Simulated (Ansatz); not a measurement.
Run on CsI: DFT, PBE, norm-conserving pseudopotentials, Ansatz's default files, scalar-relativistic (Ansatz 0.2.0). This run: the series' base cell.

The base volume is that of a database entry, with shape and atoms relaxed on PAW files at held volume, so it needn't be at zero pressure; the structure needn't be the stable phase, at rest or compressed.

Command: `ansatz run input.yaml --threads 1 --pin off --max-ram 2048MiB --backend cpu --events-out ev --progress --plain --runs-dir out` It took 5.1 s on 1 thread of Intel(R) Xeon(R) Platinum 8488C (Sapphire Rapids), on a shared host, peak memory 0.43 GiB.

```yaml
crystal:
  lattice:
    - [4.665212, 0.0, 0.0]
    - [0.0, 4.665212, 0.0]
    - [0.0, 0.0, 4.665212]
  atoms:
    - { symbol: Cs, position: [0.0, 0.0, 0.0] }
    - { symbol: I, position: [0.5, 0.5, 0.5] }
kpoints:
  mp_grid: { grid: [6, 6, 6] }
scf:
  occupations: { method: fermi_dirac, width: 0.03 }
hamiltonian:
  xc: pbe
  pseudopotentials: { kind: nc }
output:
  forces: true
  stress: true
  eigenvalues: true
  populations: true
```

Output:

```
Engine: ansatz 0.2.0
Pseudopotentials: kind: nc
Pseudopotential: Cs, nc, valence charge 9, recommended cutoff 680.284656 eV (normal), Cs.nc.azcp
Pseudopotential: I, nc, valence charge 7, recommended cutoff 952.398519 eV (normal), I.nc.azcp
Functional definition: PBE
  parameter kappa = 0.804
  parameter beta = 0.06672455060314922
  exchange = pbe_x(kappa = kappa, mu = beta*pi^2/3)
  correlation = pbe_c(beta = beta)
Crystal: 2 atoms, lattice volume = 101.535 Å³
Basis set: ecut = 952.398519 eV, 6763 PW (Γ), exchange–correlation on 96×96×96 points (8 copies of the dense FFT grid, shifted against one another)
Bands: 12, of which v1, the nominal top of the filled ones, is band 8 counted from 1 (7 counted from 0)
Symmetry: 48 space group operations
Space group: Pm-3m (ITA 221), of the structure as read, at distance tolerance 4.7e-5 Å
k-points: 20 of 216
Non-local potential: Cs, projectors of the file, l = 0: 2, l = 1: 2, l = 2: 2, l = 3: 2
Non-local potential: I, projectors of the file, l = 0: 2, l = 1: 2, l = 2: 2, l = 3: 2
Initial density: superposition of atomic densities (chi_scale 0.1, normalization cell, long waves kept (reshape's long-wave potential 0.00 eV rms))
Initial wavefunctions: pseudopotential atomic-orbital guess
Functional: x = pbe(κ = 0.804, μ = 0.2195149727645171), c = pbe(β = 0.06672455060314922)
SCF iter   1: F=—  HF=-991.048978 eV  |F-HF|=—  |Δ(HF+E_count)|=         —  Δρ=1.73e-2  dr2=7.68e-1  ethr=3.10e-3  ⟨swp⟩=10.9  Hψ=2135  notcnv=0
preconditioner: auto → Resta (q_TF=auto, 2.005 Å⁻¹)  ε∞=2.7  [insulator: Δε(μ)=2.802 eV  Ē_g=10.556 eV  σ=0.030 eV  W_gap=1.00  n_scr=18 (ndim 8)  ℏωp=13.8 eV  f_vac=0.000  D(μ)=0.00/eV (n_scr^D=0)  ε∞_Penn≈2.7]
SCF iter   2: F=—  HF=-990.781221 eV  |F-HF|=—  |Δ(HF+E_count)|=   2.68e-1  Δρ=6.68e-3  dr2=1.28e-1  ethr=3.10e-3  ⟨swp⟩=3.6  Hψ=614  notcnv=0
SCF iter   3: F=—  HF=-990.737118 eV  |F-HF|=—  |Δ(HF+E_count)|=   4.41e-2  Δρ=1.85e-3  dr2=5.28e-3  ethr=8.02e-4  ⟨swp⟩=3.5  Hψ=532  notcnv=0
SCF iter   4: F=—  HF=-990.740397 eV  |F-HF|=—  |Δ(HF+E_count)|=   3.28e-3  Δρ=2.86e-4  dr2=1.27e-4  ethr=3.30e-5  ⟨swp⟩=2.5  Hψ=633  notcnv=0
SCF iter   5: F=—  HF=-990.740595 eV  |F-HF|=—  |Δ(HF+E_count)|=   1.98e-4  Δρ=5.02e-5  dr2=4.58e-6  ethr=7.91e-7  ⟨swp⟩=2.0  Hψ=439  notcnv=0
SCF iter   6: F=—  HF=-990.740643 eV  |F-HF|=—  |Δ(HF+E_count)|=   4.85e-5  Δρ=9.46e-6  dr2=1.10e-7  ethr=2.86e-8  ⟨swp⟩=2.0  Hψ=382  notcnv=0
SCF iter   7: F=-990.740644 eV  HF=-990.740644 eV  |F-HF|=2.35e-9  |Δ(HF+E_count)|=   7.68e-8  Δρ=1.09e-6  dr2=7.82e-10  ethr=6.25e-10  ⟨swp⟩=9.2  Hψ=1650  notcnv=0
SCF 1 converged in 7 iterations: F = -990.740644 eV  dr2 = 7.82e-10
SCF converged after 7 iterations
Free energy (F): -990.740644 eV
Harris-Foulkes:  -990.740644 eV  (|F-HF|=2.35e-9)
Internal energy: -990.740644 eV  (E = F + TS)
E sigma→0 (E₀):  -990.740644 eV
Fermi energy:    4.522676 eV
--- Per-component energies (eV) ---
  E_band       = -66.724517
  E_kinetic    = 226.781509
  E_local      = -453.780123  (includes V_loc(G=0)·N_el)
  E_nonlocal   = 140.696336
  E_hartree    = 116.976705
  E_xc         = -296.229708
  E_vxc        = -214.375582  (∫ρ·V_xc dr)
  E_ewald      = -725.185363
  E_smearing   = -0.000000  (= −TS)
  E_closure    = 0.000000  (closes the sum)
  Σ components = -990.740644   (vs F -990.740644, Δ=0.00e0)
--- Forces (eV/Å), atoms counted from 1 ---
  atom   1  Cs    -0.00000000     0.00000000    -0.00000000
  atom   2  I      0.00000000     0.00000000     0.00000000
  max |Σ_I F_I| component: 1.70e-29 eV/Å
--- Stress (GPa, compression-positive) ---
        0.008658       0.000000       0.000000
        0.000000       0.008658       0.000000
        0.000000       0.000000       0.008658
  P = ⅓ Tr σ = 0.0087 GPa (0.087 kbar)
--- Band table (eV; the first three rows and the last of 20) ---
  k-point 0: bands = ["-17.8129", "-7.9163", "-4.5233", "-4.5233", "-4.5233", "2.5584", "2.5584", "2.5584", "6.3373", "6.9337", "6.9337", "10.2982"]
  k-point 1: bands = ["-17.8083", "-7.9160", "-4.5596", "-4.5112", "-4.5112", "2.1417", "2.5315", "2.5315", "6.8905", "7.0891", "7.4639", "10.2090"]
  k-point 2: bands = ["-17.7991", "-7.9169", "-4.6239", "-4.4867", "-4.4867", "1.5074", "2.4758", "2.4758", "7.5150", "8.0199", "8.6096", "10.1144"]
  k-point 19: bands = ["-17.7618", "-7.6877", "-4.7340", "-4.7340", "-4.7340", "1.4992", "1.4992", "1.4992", "9.6399", "9.6399", "9.6399", "10.2380"]
--- Löwdin populations: 2 sites ---
  site symbol       q [e]
     0     Cs      8.2889
     1      I      7.6399
  spilling = 0.004451 (of n_electrons = 16.000000)
```

populations.tsv:

```
# site	symbol	l	j	q
# orbitals = lowdin
# n_electrons = 16.000000
# spilling = 0.004451
0	Cs	0_5S	-	1.974246
0	Cs	0_6S	-	0.338491
0	Cs	1_5P	-	5.976169
1	I	0_5S	-	1.912017
1	I	1_5P	-	5.727859
```

Next run (volume at 0.45 of the series' base cell), as changes to the input before:

```diff
   lattice:
-    - [4.665212, 0.0, 0.0]
-    - [0.0, 4.665212, 0.0]
-    - [0.0, 0.0, 4.665212]
+    - [3.5749959597, 0.0, 0.0]
+    - [0.0, 3.5749959597, 0.0]
+    - [0.0, 0.0, 3.5749959597]
   atoms:
```

Command: `ansatz run input.yaml --threads 1 --pin off --max-ram 2048MiB --backend cpu --events-out ev --progress --plain --runs-dir out` It took 2 s on 1 thread of Intel(R) Xeon(R) Platinum 8488C (Sapphire Rapids) (shared host), peak memory 0.33 GiB.

Results part of the output:

```
SCF 1 converged in 6 iterations: F = -986.115887 eV  dr2 = 2.76e-9
SCF converged after 6 iterations
Free energy (F): -986.115887 eV
Harris-Foulkes:  -986.115887 eV  (|F-HF|=1.51e-9)
Internal energy: -986.115887 eV  (E = F + TS)
E sigma→0 (E₀):  -986.115887 eV
Entropy (-TS):   -0.000000 eV (-0.000 meV/atom)
Fermi energy:    13.912826 eV
--- Per-component energies (eV) ---
  E_band       = 79.987745
  E_kinetic    = 249.172399
  E_local      = -169.429867  (includes V_loc(G=0)·N_el)
  E_nonlocal   = 144.948245
  E_hartree    = 41.071735
  E_xc         = -305.543494
  E_vxc        = -226.845957  (∫ρ·V_xc dr)
  E_ewald      = -946.334904
  E_smearing   = -0.000000  (= −TS)
  E_closure    = -0.000000  (closes the sum)
  Σ components = -986.115887   (vs F -986.115887, Δ=0.00e0)
--- Forces (eV/Å), atoms counted from 1 ---
  atom   1  Cs    -0.00000000     0.00000000    -0.00000000
  atom   2  I      0.00000000     0.00000000    -0.00000000
  max |Σ_I F_I| component: 1.18e-30 eV/Å
--- Stress (GPa, compression-positive) ---
       57.296949      -0.000000       0.000000
        0.000000      57.296949       0.000000
        0.000000       0.000000      57.296949
  P = ⅓ Tr σ = 57.2969 GPa (572.969 kbar)
--- Band table (eV; the first three rows and the last of 20) ---
  k-point 0: bands = ["-8.6380", "0.4437", "5.2172", "5.2172", "5.2172", "13.5353", "13.5353", "13.5353", "14.2782", "14.2782", "21.7326", "21.7365"]
  k-point 1: bands = ["-8.5049", "0.0271", "5.2803", "5.3950", "5.3950", "12.0932", "13.0240", "13.0240", "14.5549", "15.8899", "21.3900", "21.3900"]
  k-point 2: bands = ["-8.2083", "-0.8293", "5.7690", "5.8094", "5.8094", "9.9942", "11.9920", "11.9920", "15.3561", "19.0872", "19.2241", "21.8047"]
  k-point 19: bands = ["-7.3077", "1.3243", "4.0267", "4.0267", "4.0267", "8.0673", "8.0673", "8.0673", "23.8455", "23.8455", "23.8455", "25.7344"]
--- Löwdin populations: 2 sites ---
  site symbol       q [e]
     0     Cs      8.1992
     1      I      7.5231
  spilling = 0.017354 (of n_electrons = 16.000000)
```

Spin–orbit coupling is left out, which matters for the heavy atoms. The norm-conserving files are those that the library serves for this functional.
